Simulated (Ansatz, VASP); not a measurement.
**Au: VASP beside Ansatz**

Contents of INCAR:

```
PREC = Accurate
ENCUT = 520
EDIFF = 1E-6
ISMEAR = 0
SIGMA = 0.1
LREAL = False
LASPH = True
NELM = 100
ALGO = Normal
ISIF = 2
LWAVE = False
LCHARG = False
GGA = PE
NBANDS = 18
```

The input KPOINTS:

```
Automatic mesh
0
Gamma
  16 16 8
```

File POSCAR:

```
Au
1.0
    2.9473665654     -0.0391634528      0.0463429499
   -0.0527908734      2.8843496724     -0.0024693887
   -1.0936521524     -1.2004190734      5.1945336872
Au
2
Direct
    0.3363335158      0.3193673043      0.7084077108
    0.6636664842      0.6806326957      0.2915922892
```

Input for Ansatz:

```yaml
crystal:
  lattice:
    - [2.9473665654, -0.0391634528, 0.0463429499]
    - [-0.0527908734, 2.8843496724, -0.0024693887]
    - [-1.0936521524, -1.2004190734, 5.1945336872]
  atoms:
    - { symbol: Au, position: [0.3363335158, 0.3193673043, 0.7084077108] }
    - { symbol: Au, position: [0.6636664842, 0.6806326957, 0.2915922892] }
basis:
  ecutwfc: 420
kpoints:
  mp_grid: { grid: [16, 16, 8] }
hamiltonian:
  xc: pbe
scf:
  occupations: { method: gaussian, width: 0.1 }
output:
  forces: true
  stress: true
  eigenvalues: true
```

Alike in both runs: task single point; functional PBE; k mesh 16 × 16 × 8; occupations gaussian, width 0.1 eV; no spin polarisation.

|  | VASP | Ansatz |
| --- | --- | --- |
| version | VASP 6.6.1 | Ansatz 0.2.0 |
| potentials or method | VASP PAW PBE potentials, release 64 (Au) | scalar-relativistic, plane waves, PAW |
| plane-wave cutoff (eV) | 520 | 420 |
| valence electrons in the cell | 22 | 38 |

VASP gave:

- gap on the k mesh at the Fermi level (eV): none
- pressure (GPa): -8.8
- largest component of the traceless stress (GPa): 1.10
- rms of the force components (eV/Å): 0.204

Question: Estimate Ansatz's values.

Answer: gap on the k mesh at the Fermi level (eV): none; pressure (GPa): -8.7; largest component of the traceless stress (GPa): 1.10; rms of the force components (eV/Å): 0.209.

Atom by atom the forces differ by 0.005 eV/Å (rms over components). A gap of «none» marks a metal or a gap that the smearing closes. The two sets of potentials don't hold the same shells in valence.

The runs have no spin-orbit coupling, so splittings on Au are missing.
